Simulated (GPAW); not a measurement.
Here is a GPAW 26.7.0 calculation.

File run.py:

```python
from ase.dft.bandgap import bandgap
from ase.io import read, write
from ase.units import GPa
from gpaw import GPAW, PW

atoms = read('POSCAR')

calc = GPAW(mode=PW(600),
            xc='PBE',
            kpts={'size': (7, 7, 7), 'gamma': True},
            occupations={'name': 'methfessel-paxton', 'order': 0, 'width': 0.015},
            nbands=16,
            convergence={'density': 1e-05, 'energy': 1e-05},
            maxiter=150,
            txt='gpaw.txt')
atoms.calc = calc
energy = atoms.get_potential_energy()
forces = atoms.get_forces()
stress = atoms.get_stress()
calc.write('gs.gpw')
write('result.traj', atoms)
print(f'Energy: {energy:.6f} eV')
print('Forces (eV/A):')
print(forces.round(4))
print('Stress (GPa):', (stress / GPa).round(3))
print('Fermi level:', round(calc.get_fermi_level(), 4), 'eV')
print(f'Gap: {bandgap(calc)[0]:.4f} eV, direct: {bandgap(calc, direct=True)[0]:.4f} eV')
```

File POSCAR:

```
BaS
1.0
    0.0000000000      3.1937500000      3.1937500000
    3.1937500000      0.0000000000      3.1937500000
    3.1937500000      3.1937500000      0.0000000000
Ba S
1 1
Direct
    0.0000000000      0.0000000000      0.0000000000
    0.5000000000      0.5000000000      0.5000000000
```

Potentials or basis: GPAW PAW data sets (gpaw-data 1.2.1), pw.

The run is started by

```bash
$ OMP_NUM_THREADS=1 python run.py
```

Task: What does it give for the band gap on the k mesh?

Result: 2.19 eV, indirect (least direct gap 2.33 eV).

Task: Predict the pressure.

Result: 1.2 GPa.

Caveat: spin-orbit coupling is left out, which moves the levels of the heavy elements; an odd mesh through Γ misses points on the zone boundary, where band edges often lie.

The gap isn't set beside the measured one, since this odd mesh misses points on the zone boundary.
